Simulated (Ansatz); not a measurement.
Runs of Ansatz 0.2.0 on ZnSe (Stilleite). Symmetry: F-43m, No. 216, cubic system. The conventional cell has a = 5.668 Å, b = 5.668 Å, c = 5.668 Å, α = 90.00°, β = 90.00°, γ = 90.00°. Around Se (site symmetry -43m) lie 4 Zn at 2.45 Å. Zn (site symmetry -43m) is surrounded by 4 Se at 2.45 Å. 

```tsv
task	level	potentials or basis	spin	k mesh	cutoff (eV)	smearing	points for each segment of the path	mesh quality	gap on the mesh (eV)	pressure (GPa)
electric field gradients	BHLYP+D3(BJ)	Ansatz PAW	SOC, no magnetisation	4 × 4 × 4	420	fixed	-	coarse	4.81	-1.1
single point	r2SCAN+rVV10	Ansatz PAW earlier set	off	8 × 8 × 8	820	tetrahedron	-	not flagged	1.82	(c)
band structure	BLYP+D3(BJ)	Ansatz PAW earlier set	off	8 × 8 × 8	800	fermi-dirac 0.05 eV	14	not flagged	1.24	-0.3
single point	HSE03	Ansatz PAW earlier set	off	4 × 4 × 4	660	gaussian 0.02 eV	-	coarse	(a)	(b)
atomic charges	r2SCAN+D3(BJ)	Ansatz PAW	non-collinear, ferromagnetic start, SOC	8 × 8 × 8	500	methfessel-paxton 0.025 eV	-	not flagged	1.74	-1.1
```

Alike in all rows: cell as given.

Task: Estimate the missing entries.

Result: (a) 2.25; (b) 1.7; (c) -0.9.

Caveats: some runs use coarse meshes; the PAW data sets come from PBE, with cores solved anew for the run's functional, which leaves a small shift of forces and pressure; the thresholds are loose for stress (some runs); with tetrahedron occupations forces and stress needn't match the slope of the energy (some runs); the dispersion damping was fitted for another functional or another form of the correction (some runs); the starting moments weren't kept (some runs).

A k mesh can miss the band edges, and rows without SOC leave out spin-orbit coupling on Se.

The runs don't all hold the same shells in valence.

Runs at the PBE level aren't shown here.
